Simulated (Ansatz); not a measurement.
# Hf/BP/Hf: current against voltage, part 3 of 4

What current flows through Hf/BP/Hf, and is the curve linear and symmetric? Both electrodes are Hf hcp(0001); the barrier is BP zinc blende(111) (whole bilayers). In the first transport cell, after relaxation, the nearest pair of electrode and barrier is Hf–P at 2.68 Å, along the normal, at the lower face and Hf–B at 2.43 Å, along the normal, at the upper one. All share a net of side 3.2 Å, which strains the lower electrode by +0.0 % and the barrier by -0.5 %, against typed lattice constants near PBE's. The first steps treat the bulk electrodes alone.

Ansatz 0.2.0; PBE DFT, plane waves, PAW files (the session's first sound run).

So far. Step 3 (Relaxing the interfaces): The largest force component on a free atom ends at 0.024 eV/Å. At one or more of this run's solves the program warned of density in the dipole ramp over its bound, where dipole, forces and levels can be off.

**4. The voltage sweep**

This step: PBE DFT, plane waves, PAW files; current against voltage, self-consistent between two reservoirs (Ansatz 0.2.0).

System of this step: Hf/BP/Hf. The cell holds 30 atoms: 22 Hf, 4 P and 4 B. Cell: a = 3.200 Å, b = 3.200 Å, c = 78.317 Å, α = 90.0°, β = 90.0°, γ = 120.0°. Regions: left electrode, 11 atoms (11 Hf); barrier, 8 atoms (4 P and 4 B); right electrode, 11 atoms (11 Hf). Vacuum lies along c.

Under bias the potential drop changes the barrier, so density and potential are solved anew at each voltage between two reservoirs. The leads must hold the reservoirs as well as the screening charge.

File input.yaml:

```yaml
crystal:
  lattice:
    - [3.2, 0.0, 0.0]
    - [-1.6, 2.7712812921, 0.0]
    - [0.0, 0.0, 78.3170303189]
  atoms:
    - { symbol: Hf, position: [0.0, 0.0, 0.0893803043] }
    - { symbol: Hf, position: [0.33333333, 0.66666667, 0.1218035151] }
    - { symbol: Hf, position: [0.0, 0.0, 0.154226726] }
    - { symbol: Hf, position: [0.33333333, 0.66666667, 0.1866499369] }
    - { symbol: Hf, position: [0.0, 0.0, 0.2190731478] }
    - { symbol: Hf, position: [0.33333333, 0.66666667, 0.2514963586] }
    - { symbol: Hf, position: [0.0, 0.0, 0.2839195695] }
    - { symbol: Hf, position: [0.33333333, 0.66666667, 0.3163427804] }
    - { symbol: Hf, position: [0.0, 0.0, 0.3487659913] }
    - { symbol: Hf, position: [0.33333333, 0.66666667, 0.3811892021] }
    - { symbol: Hf, position: [0.0, 0.0, 0.413152637] }
    - { symbol: P, position: [0.0, 0.0, 0.4473618094] }
    - { symbol: B, position: [0.33333333, 0.66666667, 0.4557763955] }
    - { symbol: P, position: [0.33333333, 0.66666667, 0.4811461078] }
    - { symbol: B, position: [0.66666667, 0.33333333, 0.4891855138] }
    - { symbol: P, position: [0.66666667, 0.33333333, 0.5150448789] }
    - { symbol: B, position: [0.0, 0.0, 0.523084285] }
    - { symbol: P, position: [0.0, 0.0, 0.5489436501] }
    - { symbol: B, position: [0.33333333, 0.66666667, 0.5559366422] }
    - { symbol: Hf, position: [0.33333333, 0.66666667, 0.5869234266] }
    - { symbol: Hf, position: [0.66666667, 0.33333333, 0.6188107979] }
    - { symbol: Hf, position: [0.33333333, 0.66666667, 0.6512340087] }
    - { symbol: Hf, position: [0.66666667, 0.33333333, 0.6836572196] }
    - { symbol: Hf, position: [0.33333333, 0.66666667, 0.7160804305] }
    - { symbol: Hf, position: [0.66666667, 0.33333333, 0.7485036414] }
    - { symbol: Hf, position: [0.33333333, 0.66666667, 0.7809268522] }
    - { symbol: Hf, position: [0.66666667, 0.33333333, 0.8133500631] }
    - { symbol: Hf, position: [0.33333333, 0.66666667, 0.845773274] }
    - { symbol: Hf, position: [0.66666667, 0.33333333, 0.8781964849] }
    - { symbol: Hf, position: [0.33333333, 0.66666667, 0.9106196957] }
kpoints:
  mp_grid: { grid: [12, 12, 1] }
scf:
  occupations: { method: fermi_dirac, width: 0.1 }
  max_iter: 150
hamiltonian:
  xc: pbe
output:
  current_voltage:
    bias: [0.1, 0.6, 0.8, 1.0]
    kmesh: [18, 18]
    leads: [[4, 6], [24, 26]]
    electrode_ends: [10, 19]
  write_potential: true
  write_density: true
  volumetric_format: npy
  elf: true
```

Started as:

```
> ansatz run input.yaml --threads 4 --pin off --max-ram 16384MiB --backend cpu --events-out ev --progress --plain --runs-dir out
```

Numbers of over 12 decimals in the logs are rounded to 6 here.

The log of the run:

```text
[...]
Crystal: 30 atoms, lattice volume = 694.523 Å³
Basis set: ecut = 420 eV, 13761 PW (Γ)
Bands: 363, of which v1, the nominal top of the filled ones, is band 302 counted from 1 (301 counted from 0)
Symmetry: 6 space group operations
[...]
k-points: 19 of 144 (time reversal used)
[...]
SCF iter   1: F=—  HF=-349516.849615 eV  |F-HF|=—  |Δ(HF+E_count)|=         —  Δρ=1.22e-2  dr2=2.69e2  ethr=1.77e-3  ⟨swp⟩=6.2  Hψ=25462  notcnv=0  defer=78
[...]
SCF iter  10: F=-349516.058473 eV  HF=-349516.058473 eV  |F-HF|=6.68e-8  |Δ(HF+E_count)|=   4.76e-8  Δρ=1.34e-6  dr2=7.12e-8  ethr=1.66e-11  ⟨swp⟩=12.5  Hψ=27610  notcnv=0
SCF 1 converged in 10 iterations: F = -349516.058473 eV  dr2 = 7.12e-8
[...]
bias +0 V, iteration  1: dr2 1.13e-1 eV, mean Fermi level 14.6991 eV
bias +0 V, iteration  2: dr2 4.83e-3 eV, mean Fermi level 14.7007 eV
bias +0 V, iteration  3: dr2 7.23e-4 eV, mean Fermi level 14.7005 eV
bias +0 V, iteration  4: dr2 2.50e-5 eV, mean Fermi level 14.7013 eV
bias +0 V, iteration  5: dr2 5.12e-6 eV, mean Fermi level 14.7014 eV
bias +0 V, iteration  6: dr2 2.06e-6 eV, mean Fermi level 14.7015 eV
bias +0 V, iteration  7: dr2 4.31e-7 eV, mean Fermi level 14.7016 eV
bias +0 V, iteration  8: dr2 4.66e-8 eV, mean Fermi level 14.7016 eV
bias +0.1 V, iteration  1: dr2 2.85e1 eV, mean Fermi level 14.7013 eV
bias +0.1 V, iteration  2: dr2 1.70e0 eV, mean Fermi level 14.7033 eV
bias +0.1 V, iteration  3: dr2 1.54e-2 eV, mean Fermi level 14.7036 eV
bias +0.1 V, iteration  4: dr2 7.03e-5 eV, mean Fermi level 14.7036 eV
bias +0.1 V, iteration  5: dr2 2.82e-6 eV, mean Fermi level 14.7036 eV
bias +0.1 V, iteration  6: dr2 1.29e-6 eV, mean Fermi level 14.7037 eV
bias +0.1 V, iteration  7: dr2 6.68e-8 eV, mean Fermi level 14.7036 eV
bias +0.6 V, iteration  1: dr2 4.59e2 eV, mean Fermi level 14.6884 eV
bias +0.6 V, iteration  2: dr2 3.32e1 eV, mean Fermi level 14.7158 eV
bias +0.6 V, iteration  3: dr2 5.59e-1 eV, mean Fermi level 14.7167 eV
bias +0.6 V, iteration  4: dr2 1.24e-2 eV, mean Fermi level 14.7163 eV
bias +0.6 V, iteration  5: dr2 8.08e-4 eV, mean Fermi level 14.7153 eV
bias +0.6 V, iteration  6: dr2 1.33e-4 eV, mean Fermi level 14.7149 eV
bias +0.6 V, iteration  7: dr2 1.30e-5 eV, mean Fermi level 14.7149 eV
bias +0.6 V, iteration  8: dr2 5.04e-6 eV, mean Fermi level 14.7148 eV
bias +0.6 V, iteration  9: dr2 1.61e-6 eV, mean Fermi level 14.7148 eV
bias +0.6 V, iteration 10: dr2 9.83e-8 eV, mean Fermi level 14.7148 eV
bias +0.8 V, iteration  1: dr2 1.08e-1 eV, mean Fermi level 14.7202 eV
bias +0.8 V, iteration  2: dr2 3.24e-2 eV, mean Fermi level 14.7210 eV
bias +0.8 V, iteration  3: dr2 7.20e-3 eV, mean Fermi level 14.7211 eV
bias +0.8 V, iteration  4: dr2 3.96e-4 eV, mean Fermi level 14.7213 eV
bias +0.8 V, iteration  5: dr2 2.55e-5 eV, mean Fermi level 14.7213 eV
bias +0.8 V, iteration  6: dr2 8.24e-6 eV, mean Fermi level 14.7213 eV
bias +0.8 V, iteration  7: dr2 1.75e-6 eV, mean Fermi level 14.7213 eV
bias +0.8 V, iteration  8: dr2 2.83e-7 eV, mean Fermi level 14.7213 eV
bias +0.8 V, iteration  9: dr2 6.13e-8 eV, mean Fermi level 14.7213 eV
bias +1 V, iteration  1: dr2 5.07e-2 eV, mean Fermi level 14.7275 eV
bias +1 V, iteration  2: dr2 1.49e-2 eV, mean Fermi level 14.7274 eV
bias +1 V, iteration  3: dr2 3.83e-3 eV, mean Fermi level 14.7273 eV
bias +1 V, iteration  4: dr2 1.15e-3 eV, mean Fermi level 14.7270 eV
bias +1 V, iteration  5: dr2 6.60e-5 eV, mean Fermi level 14.7271 eV
bias +1 V, iteration  6: dr2 7.75e-5 eV, mean Fermi level 14.7270 eV
bias +1 V, iteration  7: dr2 6.44e-6 eV, mean Fermi level 14.7270 eV
bias +1 V, iteration  8: dr2 1.48e-6 eV, mean Fermi level 14.7270 eV
bias +1 V, iteration  9: dr2 6.35e-7 eV, mean Fermi level 14.7270 eV
bias +1 V, iteration 10: dr2 8.10e-8 eV, mean Fermi level 14.7270 eV
transmission: 200 of 1998 steps passed
transmission: 400 of 1998 steps passed
[...]
transmission: 1998 of 1998 steps passed
WARN: The output density's exchange-correlation potential varies sharply where the density is thin. Do not read a vacuum level from v_tot or v_xc, or from such a field of the output density. On a cell that repeats whose density bears no net charge and no dipole along the vacuum's axis use v_es (v_loc + v_h of the components); under efield.dipole_correction with no amplitude use v_es + v_field, which holds any externa [...]
SCF converged after 10 iterations
Free energy (F): -349516.058473 eV
[...]
Internal energy: -349515.246019 eV  (E = F + TS)
E sigma→0 (E₀):  -349515.652246 eV
Entropy (-TS):   -0.812454 eV (-27.082 meV/atom)
Fermi energy:    14.703739 eV
[...]
--- Band table (eV; the first three rows and the last of 19) ---
  k-point 0: bands = [... 298 lower, 15.7013, 15.7013, 15.7065, 15.7065, 15.7106, 15.7131, 15.7131, 15.7143, ... 57 higher]
  k-point 1: bands = [... 298 lower, 15.4026, 15.4212, 15.4222, 15.4560, 15.4653, 15.5123, 15.5217, 15.5836, ... 57 higher]
  k-point 2: bands = [... 298 lower, 14.8189, 14.9013, 14.9425, 15.0146, 15.0186, 15.1750, 15.2073, 15.2837, ... 57 higher]
  k-point 18: bands = [... 298 lower, 13.6756, 14.1811, 14.5283, 14.5288, 14.5370, 14.5663, 14.5774, 14.5830, ... 57 higher]
--- Current–voltage curve ---
  leads      : [4, 6] from 7.00 to 29.85 and [24, 26] from 48.46 to 71.32 Å, reservoirs outside 21.54 and 56.77
  electrodes : end at 32.36 and 45.97 Å
  density    : 442 bands, filled at a thermal energy of 1.000e-1 eV; current at 300 K
  bias (V)   current (A)   every other point   every other energy   edges, levels   drop (V)   electrons moved   misfit (meV)   iterations
        +0      0.0000e0            0.0000e0             0.0000e0        0.0000e0     +0.000            0.00e0           33.3   8
      +0.1     3.8372e-7           4.2142e-7            3.8342e-7      5.3522e-10     +0.091           8.92e-4           37.2   7
      +0.6     1.7467e-6           1.9907e-6            1.7476e-6       1.4557e-8     +0.559           7.51e-3           52.9   10
[...]
+1     7.8181e-7           7.9043e-7            7.8737e-7       4.8176e-8     +0.949           1.55e-2           60.1   10
  At 0 V the conductance is 4.1528e-6 S, 4.6829e13 S/m².
  At 0.1, 0.6, 0.8, 1 V, more electrons lie in bound states, which couple to no lead and are filled by their side, than have moved since 0 V: before a thin film that holds them the field can be low. See output.current_voltage.electrode_ends.
```

Run time: 64 min. Hardware: 4 threads of Arm Neoverse V2, shared host; peak memory 9.9 GiB; 4 h of CPU time.

The column dr2 measures how far the density is from self-consistency, as an energy; F and HF (Harris–Foulkes) agree once it is small.

Numbers from this step:

```
free energy              : -349516.0585 eV
Fermi energy             : 14.70 eV
conductance at zero bias : 4.68e13 S/m²
```

Checks by voltage:

```tsv
bias (V)	current density (ampere/m²)	current on every other mesh point (ampere)	drop across the junction (V)	electrons moved	electrons in bound states	misfit, lower lead (eV)	misfit, upper lead (eV)	iterations
0	0	0	0	0	0	0.03332	0.03311	8
0.1	4.33e12	4.21e-7	0.09057	8.92e-4	0.003067	0.03086	0.03718	7
0.6	1.97e13	1.99e-6	0.5585	0.007515	0.02778	0.03477	0.05286	10
0.8	1.68e13	1.57e-6	0.7523	0.01117	0.04183	0.04056	0.05769	9
1	8.82e12	7.90e-7	0.9489	0.01548	0.05671	0.04476	0.06006	10
```

Cell area 8.868 Å^2. Current through one cell against bias:

```tsv
bias (V)	current through one cell (μA)
0.000	0
0.100	0.384
0.600	1.75
0.800	1.49
1.000	0.782
```

Bias 0 V. Transmission and channels, zone mean against energy, zero at the mean Fermi level:

```tsv
energy (eV)	transmission	channels, left	channels, right
-0.259	0.0332	0.407	0.407
-0.233	0.0399	0.519	0.519
-0.207	0.0457	0.537	0.537
-0.181	0.0453	0.611	0.611
-0.155	0.0531	0.698	0.623
-0.129	0.0460	0.698	0.698
-0.103	0.0475	0.660	0.660
-0.078	0.0478	0.642	0.642
-0.052	0.0489	0.660	0.660
-0.026	0.0503	0.660	0.660
0.000	0.0496	0.667	0.667
0.026	0.0509	0.630	0.630
0.052	0.0596	0.685	0.685
0.078	0.0723	0.685	0.685
0.103	0.0858	0.667	0.685
0.129	0.120	0.759	0.759
0.155	0.0929	0.833	0.833
0.181	0.0866	0.815	0.815
0.207	0.0930	0.852	0.852
0.233	0.0897	0.852	0.852
0.259	0.0925	0.926	0.926
```

Bias 1 V. The transmission and channels, zone mean by energy, zero at the mean Fermi level:

```tsv
energy (eV)	transmission	channels, left	channels, right
-0.776	0.00136	1.06	0.426
-0.724	0.00134	1.18	0.407
-0.698	0.00168	1.18	0.463
-0.646	8.9e-4	1.29	0.562
-0.620	0.00314	1.32	0.698
-0.569	0.00219	1.42	0.660
-0.517	0.00248	1.36	0.660
-0.491	0.00266	1.44	0.574
-0.439	0.00345	1.53	0.630
-0.388	0.00450	1.55	0.685
-0.362	0.00516	1.53	0.667
-0.310	0.00751	1.38	0.833
-0.284	0.00877	1.37	0.852
-0.259	0.0146	1.37	0.852
-0.233	0.0113	1.24	0.852
-0.181	0.0121	1.15	0.981
-0.155	0.0122	1.07	0.944
-0.129	0.0252	1.15	1.11
-0.103	0.0124	0.963	1.11
-0.052	0.00929	0.778	1.19
-0.026	0.00399	0.574	1.21
0.000	0.00203	0.370	1.32
0.026	0.00214	0.333	1.34
0.052	0.00233	0.370	1.25
0.103	0.0111	0.407	1.32
0.155	0.0166	0.463	1.36
0.181	0.0169	0.426	1.32
0.233	0.0230	0.407	1.23
0.284	0.0221	0.537	1.23
0.310	0.0166	0.623	1.34
0.362	0.00995	0.698	1.34
0.388	0.00809	0.660	1.38
0.439	0.00799	0.660	1.39
0.491	0.00625	0.667	1.23
0.517	0.00403	0.648	1.19
0.569	0.00188	0.685	1.18
0.620	0.00118	0.759	1.15
0.646	9.9e-4	0.833	1.11
0.698	7.7e-4	0.815	1.13
0.724	9.5e-4	0.852	1.13
0.776	0.00182	1	1.05
```

Table of Hartree potential energy less that at 0 V, planar mean by z:

```tsv
z (Å)	0.1 V (eV)	0.6 V (eV)	0.8 V (eV)	1 V (eV)
0	0.00136	0.0129	0.0206	0.0278
5	0.0519	0.313	0.420	0.526
10	0.0519	0.313	0.419	0.525
15	0.0515	0.311	0.417	0.522
20	0.0494	0.302	0.408	0.513
25	0.0470	0.290	0.392	0.494
30	0.0435	0.283	0.382	0.463
35	0.0171	0.0784	0.0831	0.0702
40	-0.0259	-0.165	-0.234	-0.281
45	-0.0372	-0.249	-0.340	-0.396
50	-0.0405	-0.255	-0.348	-0.440
55	-0.0425	-0.267	-0.357	-0.450
60	-0.0449	-0.275	-0.366	-0.459
65	-0.0476	-0.286	-0.379	-0.474
70	-0.0481	-0.287	-0.381	-0.476
75	-0.0345	-0.202	-0.266	-0.330
```

Electrostatic potential energy in the ca plane at fractional y = 0.667, with atoms of Hf and B and P within 0.2 Å of it. With pseudopotentials it is smooth inside the atoms' cores, unlike the true potential.

Values in eV, 5 rows by 16 columns, each cell a mean:
```
 14   1   6  15  13  15   2   5  15   7  15  17  13  15   9   9
 13   7  10  11   3  13   7   9  16  11  14  14   9  15  12  12
  8  15  15  -3 -23   5  15  15  17   5 -11  -5 -22  14  16  17
  6  16  16  -6 -24   3  16  16  17   0 -21 -11 -29  13  17  17
 12  10  12   7  -7  11  10  11  17  11   9   9   1  15  14  14
```
Columns run along c (16.0 Å, from fractional 0.33 to 0.53 of the cell; values clipped at the 3rd and 97th percentile), rows up along a (3.2 Å). Atoms in or near the plane, at fractional coordinates: Hf at (0.38, 0.33), B at (0.46, 0.33), P at (0.48, 0.33).

Valence density in the ca plane at fractional y = 0.667, with atoms of Hf and B and P within 0.2 Å of it. It is the smooth field of the valence electrons, not physical close to the nuclei.

Ten steps, logarithmic in the rise over the least value, from '0' (0 e/Å³) to '9' (28 e/Å³), each cell a mean:
```
00111100112221111111000001100012321000010000
00011100112221111111000000100012321000000000
01122100011211001121100012210011211001222100
12222200000000001222211256641001110013565310
22112210000000001222221479963101110115898521
22101210000000001222222479973101110115898521
12222200000000001222211257741001110013676310
01122100011110001121100023210001111001232100
```
Columns run along c (16.0 Å, from fractional 0.47 to 0.67 of the cell), rows up along a (3.2 Å). Atoms in or near the plane, at fractional coordinates: P at (0.48, 0.33), B at (0.56, 0.33), Hf at (0.59, 0.33), Hf at (0.65, 0.33).

ELF in the ca plane at fractional y = 0.667, with atoms of Hf and B and P within 0.2 Å of it. It is the smooth field of the valence electrons, not physical close to the nuclei.

Ten even steps from '0' (0.01) to '9' (0.93), each cell a mean:
```
01366533579996345675321112234312321243222342
01356433579996345665311112344312321244222342
24688732357874225787542012212221211221222122
77668731123321015776673257741243334312676313
98203630000000014510585488873366666426888624
98102530000000014410585488884367777426888624
87558731012220014775674268742244334413787313
34688732257763125887642013312221111221232123
```
Columns run along c (16.0 Å, from fractional 0.47 to 0.67 of the cell), rows up along a (3.2 Å). Atoms in or near the plane, at fractional coordinates: P at (0.48, 0.33), B at (0.56, 0.33), Hf at (0.59, 0.33), Hf at (0.65, 0.33).

All 5 points reached self-consistency. On every other mesh point the currents change by up to 14 %. The leads' potential repeats within 60 meV, on the large side, so longer leads could move the currents.

[end of part 3 of 4]

[Logs are printed without paths, hosts, clocks, repeated set-up lines and the standing remarks that a program may print on its own settings, such as how far it seeks lower states.]

[Hosts, paths, dates, database ids (printed as entryN), source tags and the programs' standing remarks are cut or masked in the printed files.]
